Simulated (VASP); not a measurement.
Set up this calculation in VASP 6.6.1, as the native input.

| Property | Result |
| --- | --- |
| Task | relaxation of cell and atoms |
| Functional | LDA |
| Potentials or basis | VASP PAW LDA potentials, release 64 (Al, Cu) |
| Cutoff | 600 eV |
| k mesh | 14 × 14 × 14 |
| Occupations | methfessel-paxton, width 0.1 eV |
| Spin | no spin polarisation |
| Further INCAR settings | ALGO = Normal; EDIFF = 1e-07; IBRION = 2; EDIFFG = -0.005; NSW = 90; ISIF = 3 |

The structure of Al2Cu lies in POSCAR:

```
Al2Cu                                   
1.0
   -2.0060564519      2.0060564519      2.8371920019
    2.0060564519     -2.0060564519      2.8371920019
    2.0060564519      2.0060564519     -2.8371920019
  Al              Cu            
     2     1
Direct
     0.7500000000000000    0.2500000000000000    0.5000000000000000
     0.2500000000000000    0.7500000000000000    0.5000000000000000
     0.5000000000000000    0.5000000000000000    1.0000000000000000
```

The cell comes from a database or a generator and needn't be the stable form of this composition.

One way to write it, as run:

INCAR

```
ALGO = Normal ; EDIFF = 1E-7
EDIFFG = -0.005 ; ENCUT = 600
GGA = CA ; IBRION = 2
ISIF = 3 ; ISMEAR = 1
LASPH = T ; LCHARG = F
LREAL = F ; LWAVE = F
NELM = 80 ; NSW = 90
PREC = Accurate ; SIGMA = 0.1
```

KPOINTS

```
k-points
0
Gamma
  14 14 14
```

Potentials or basis: VASP PAW LDA potentials, release 64 (Al, Cu).

Command:

```sh
$ cat potpaw_LDA.64/Al/POTCAR potpaw_LDA.64/Cu/POTCAR > POTCAR
$ mpirun -np 1 vasp_std > vasp.out
```

It gave:

The relaxed volume is 15.24 Å³/atom, the relaxed cell is a = 4.013 Å, b = 4.013 Å, c = 4.013 Å, α = 120.00°, β = 120.00°, γ = 90.00° and the space group after relaxing (to 0.05 Å) is Fm-3m (No. 225). The energy gained by relaxing is 0.0 meV/atom, the ionic steps are 3 and the pressure after relaxing is 0.0 GPa. The band gap on the k mesh is none (metal or under the smearing width).

Run time: 2.5 min on 1 thread of Intel(R) Xeon(R) Platinum 8488C (Sapphire Rapids), on a shared host, peak memory 0.3 GiB.
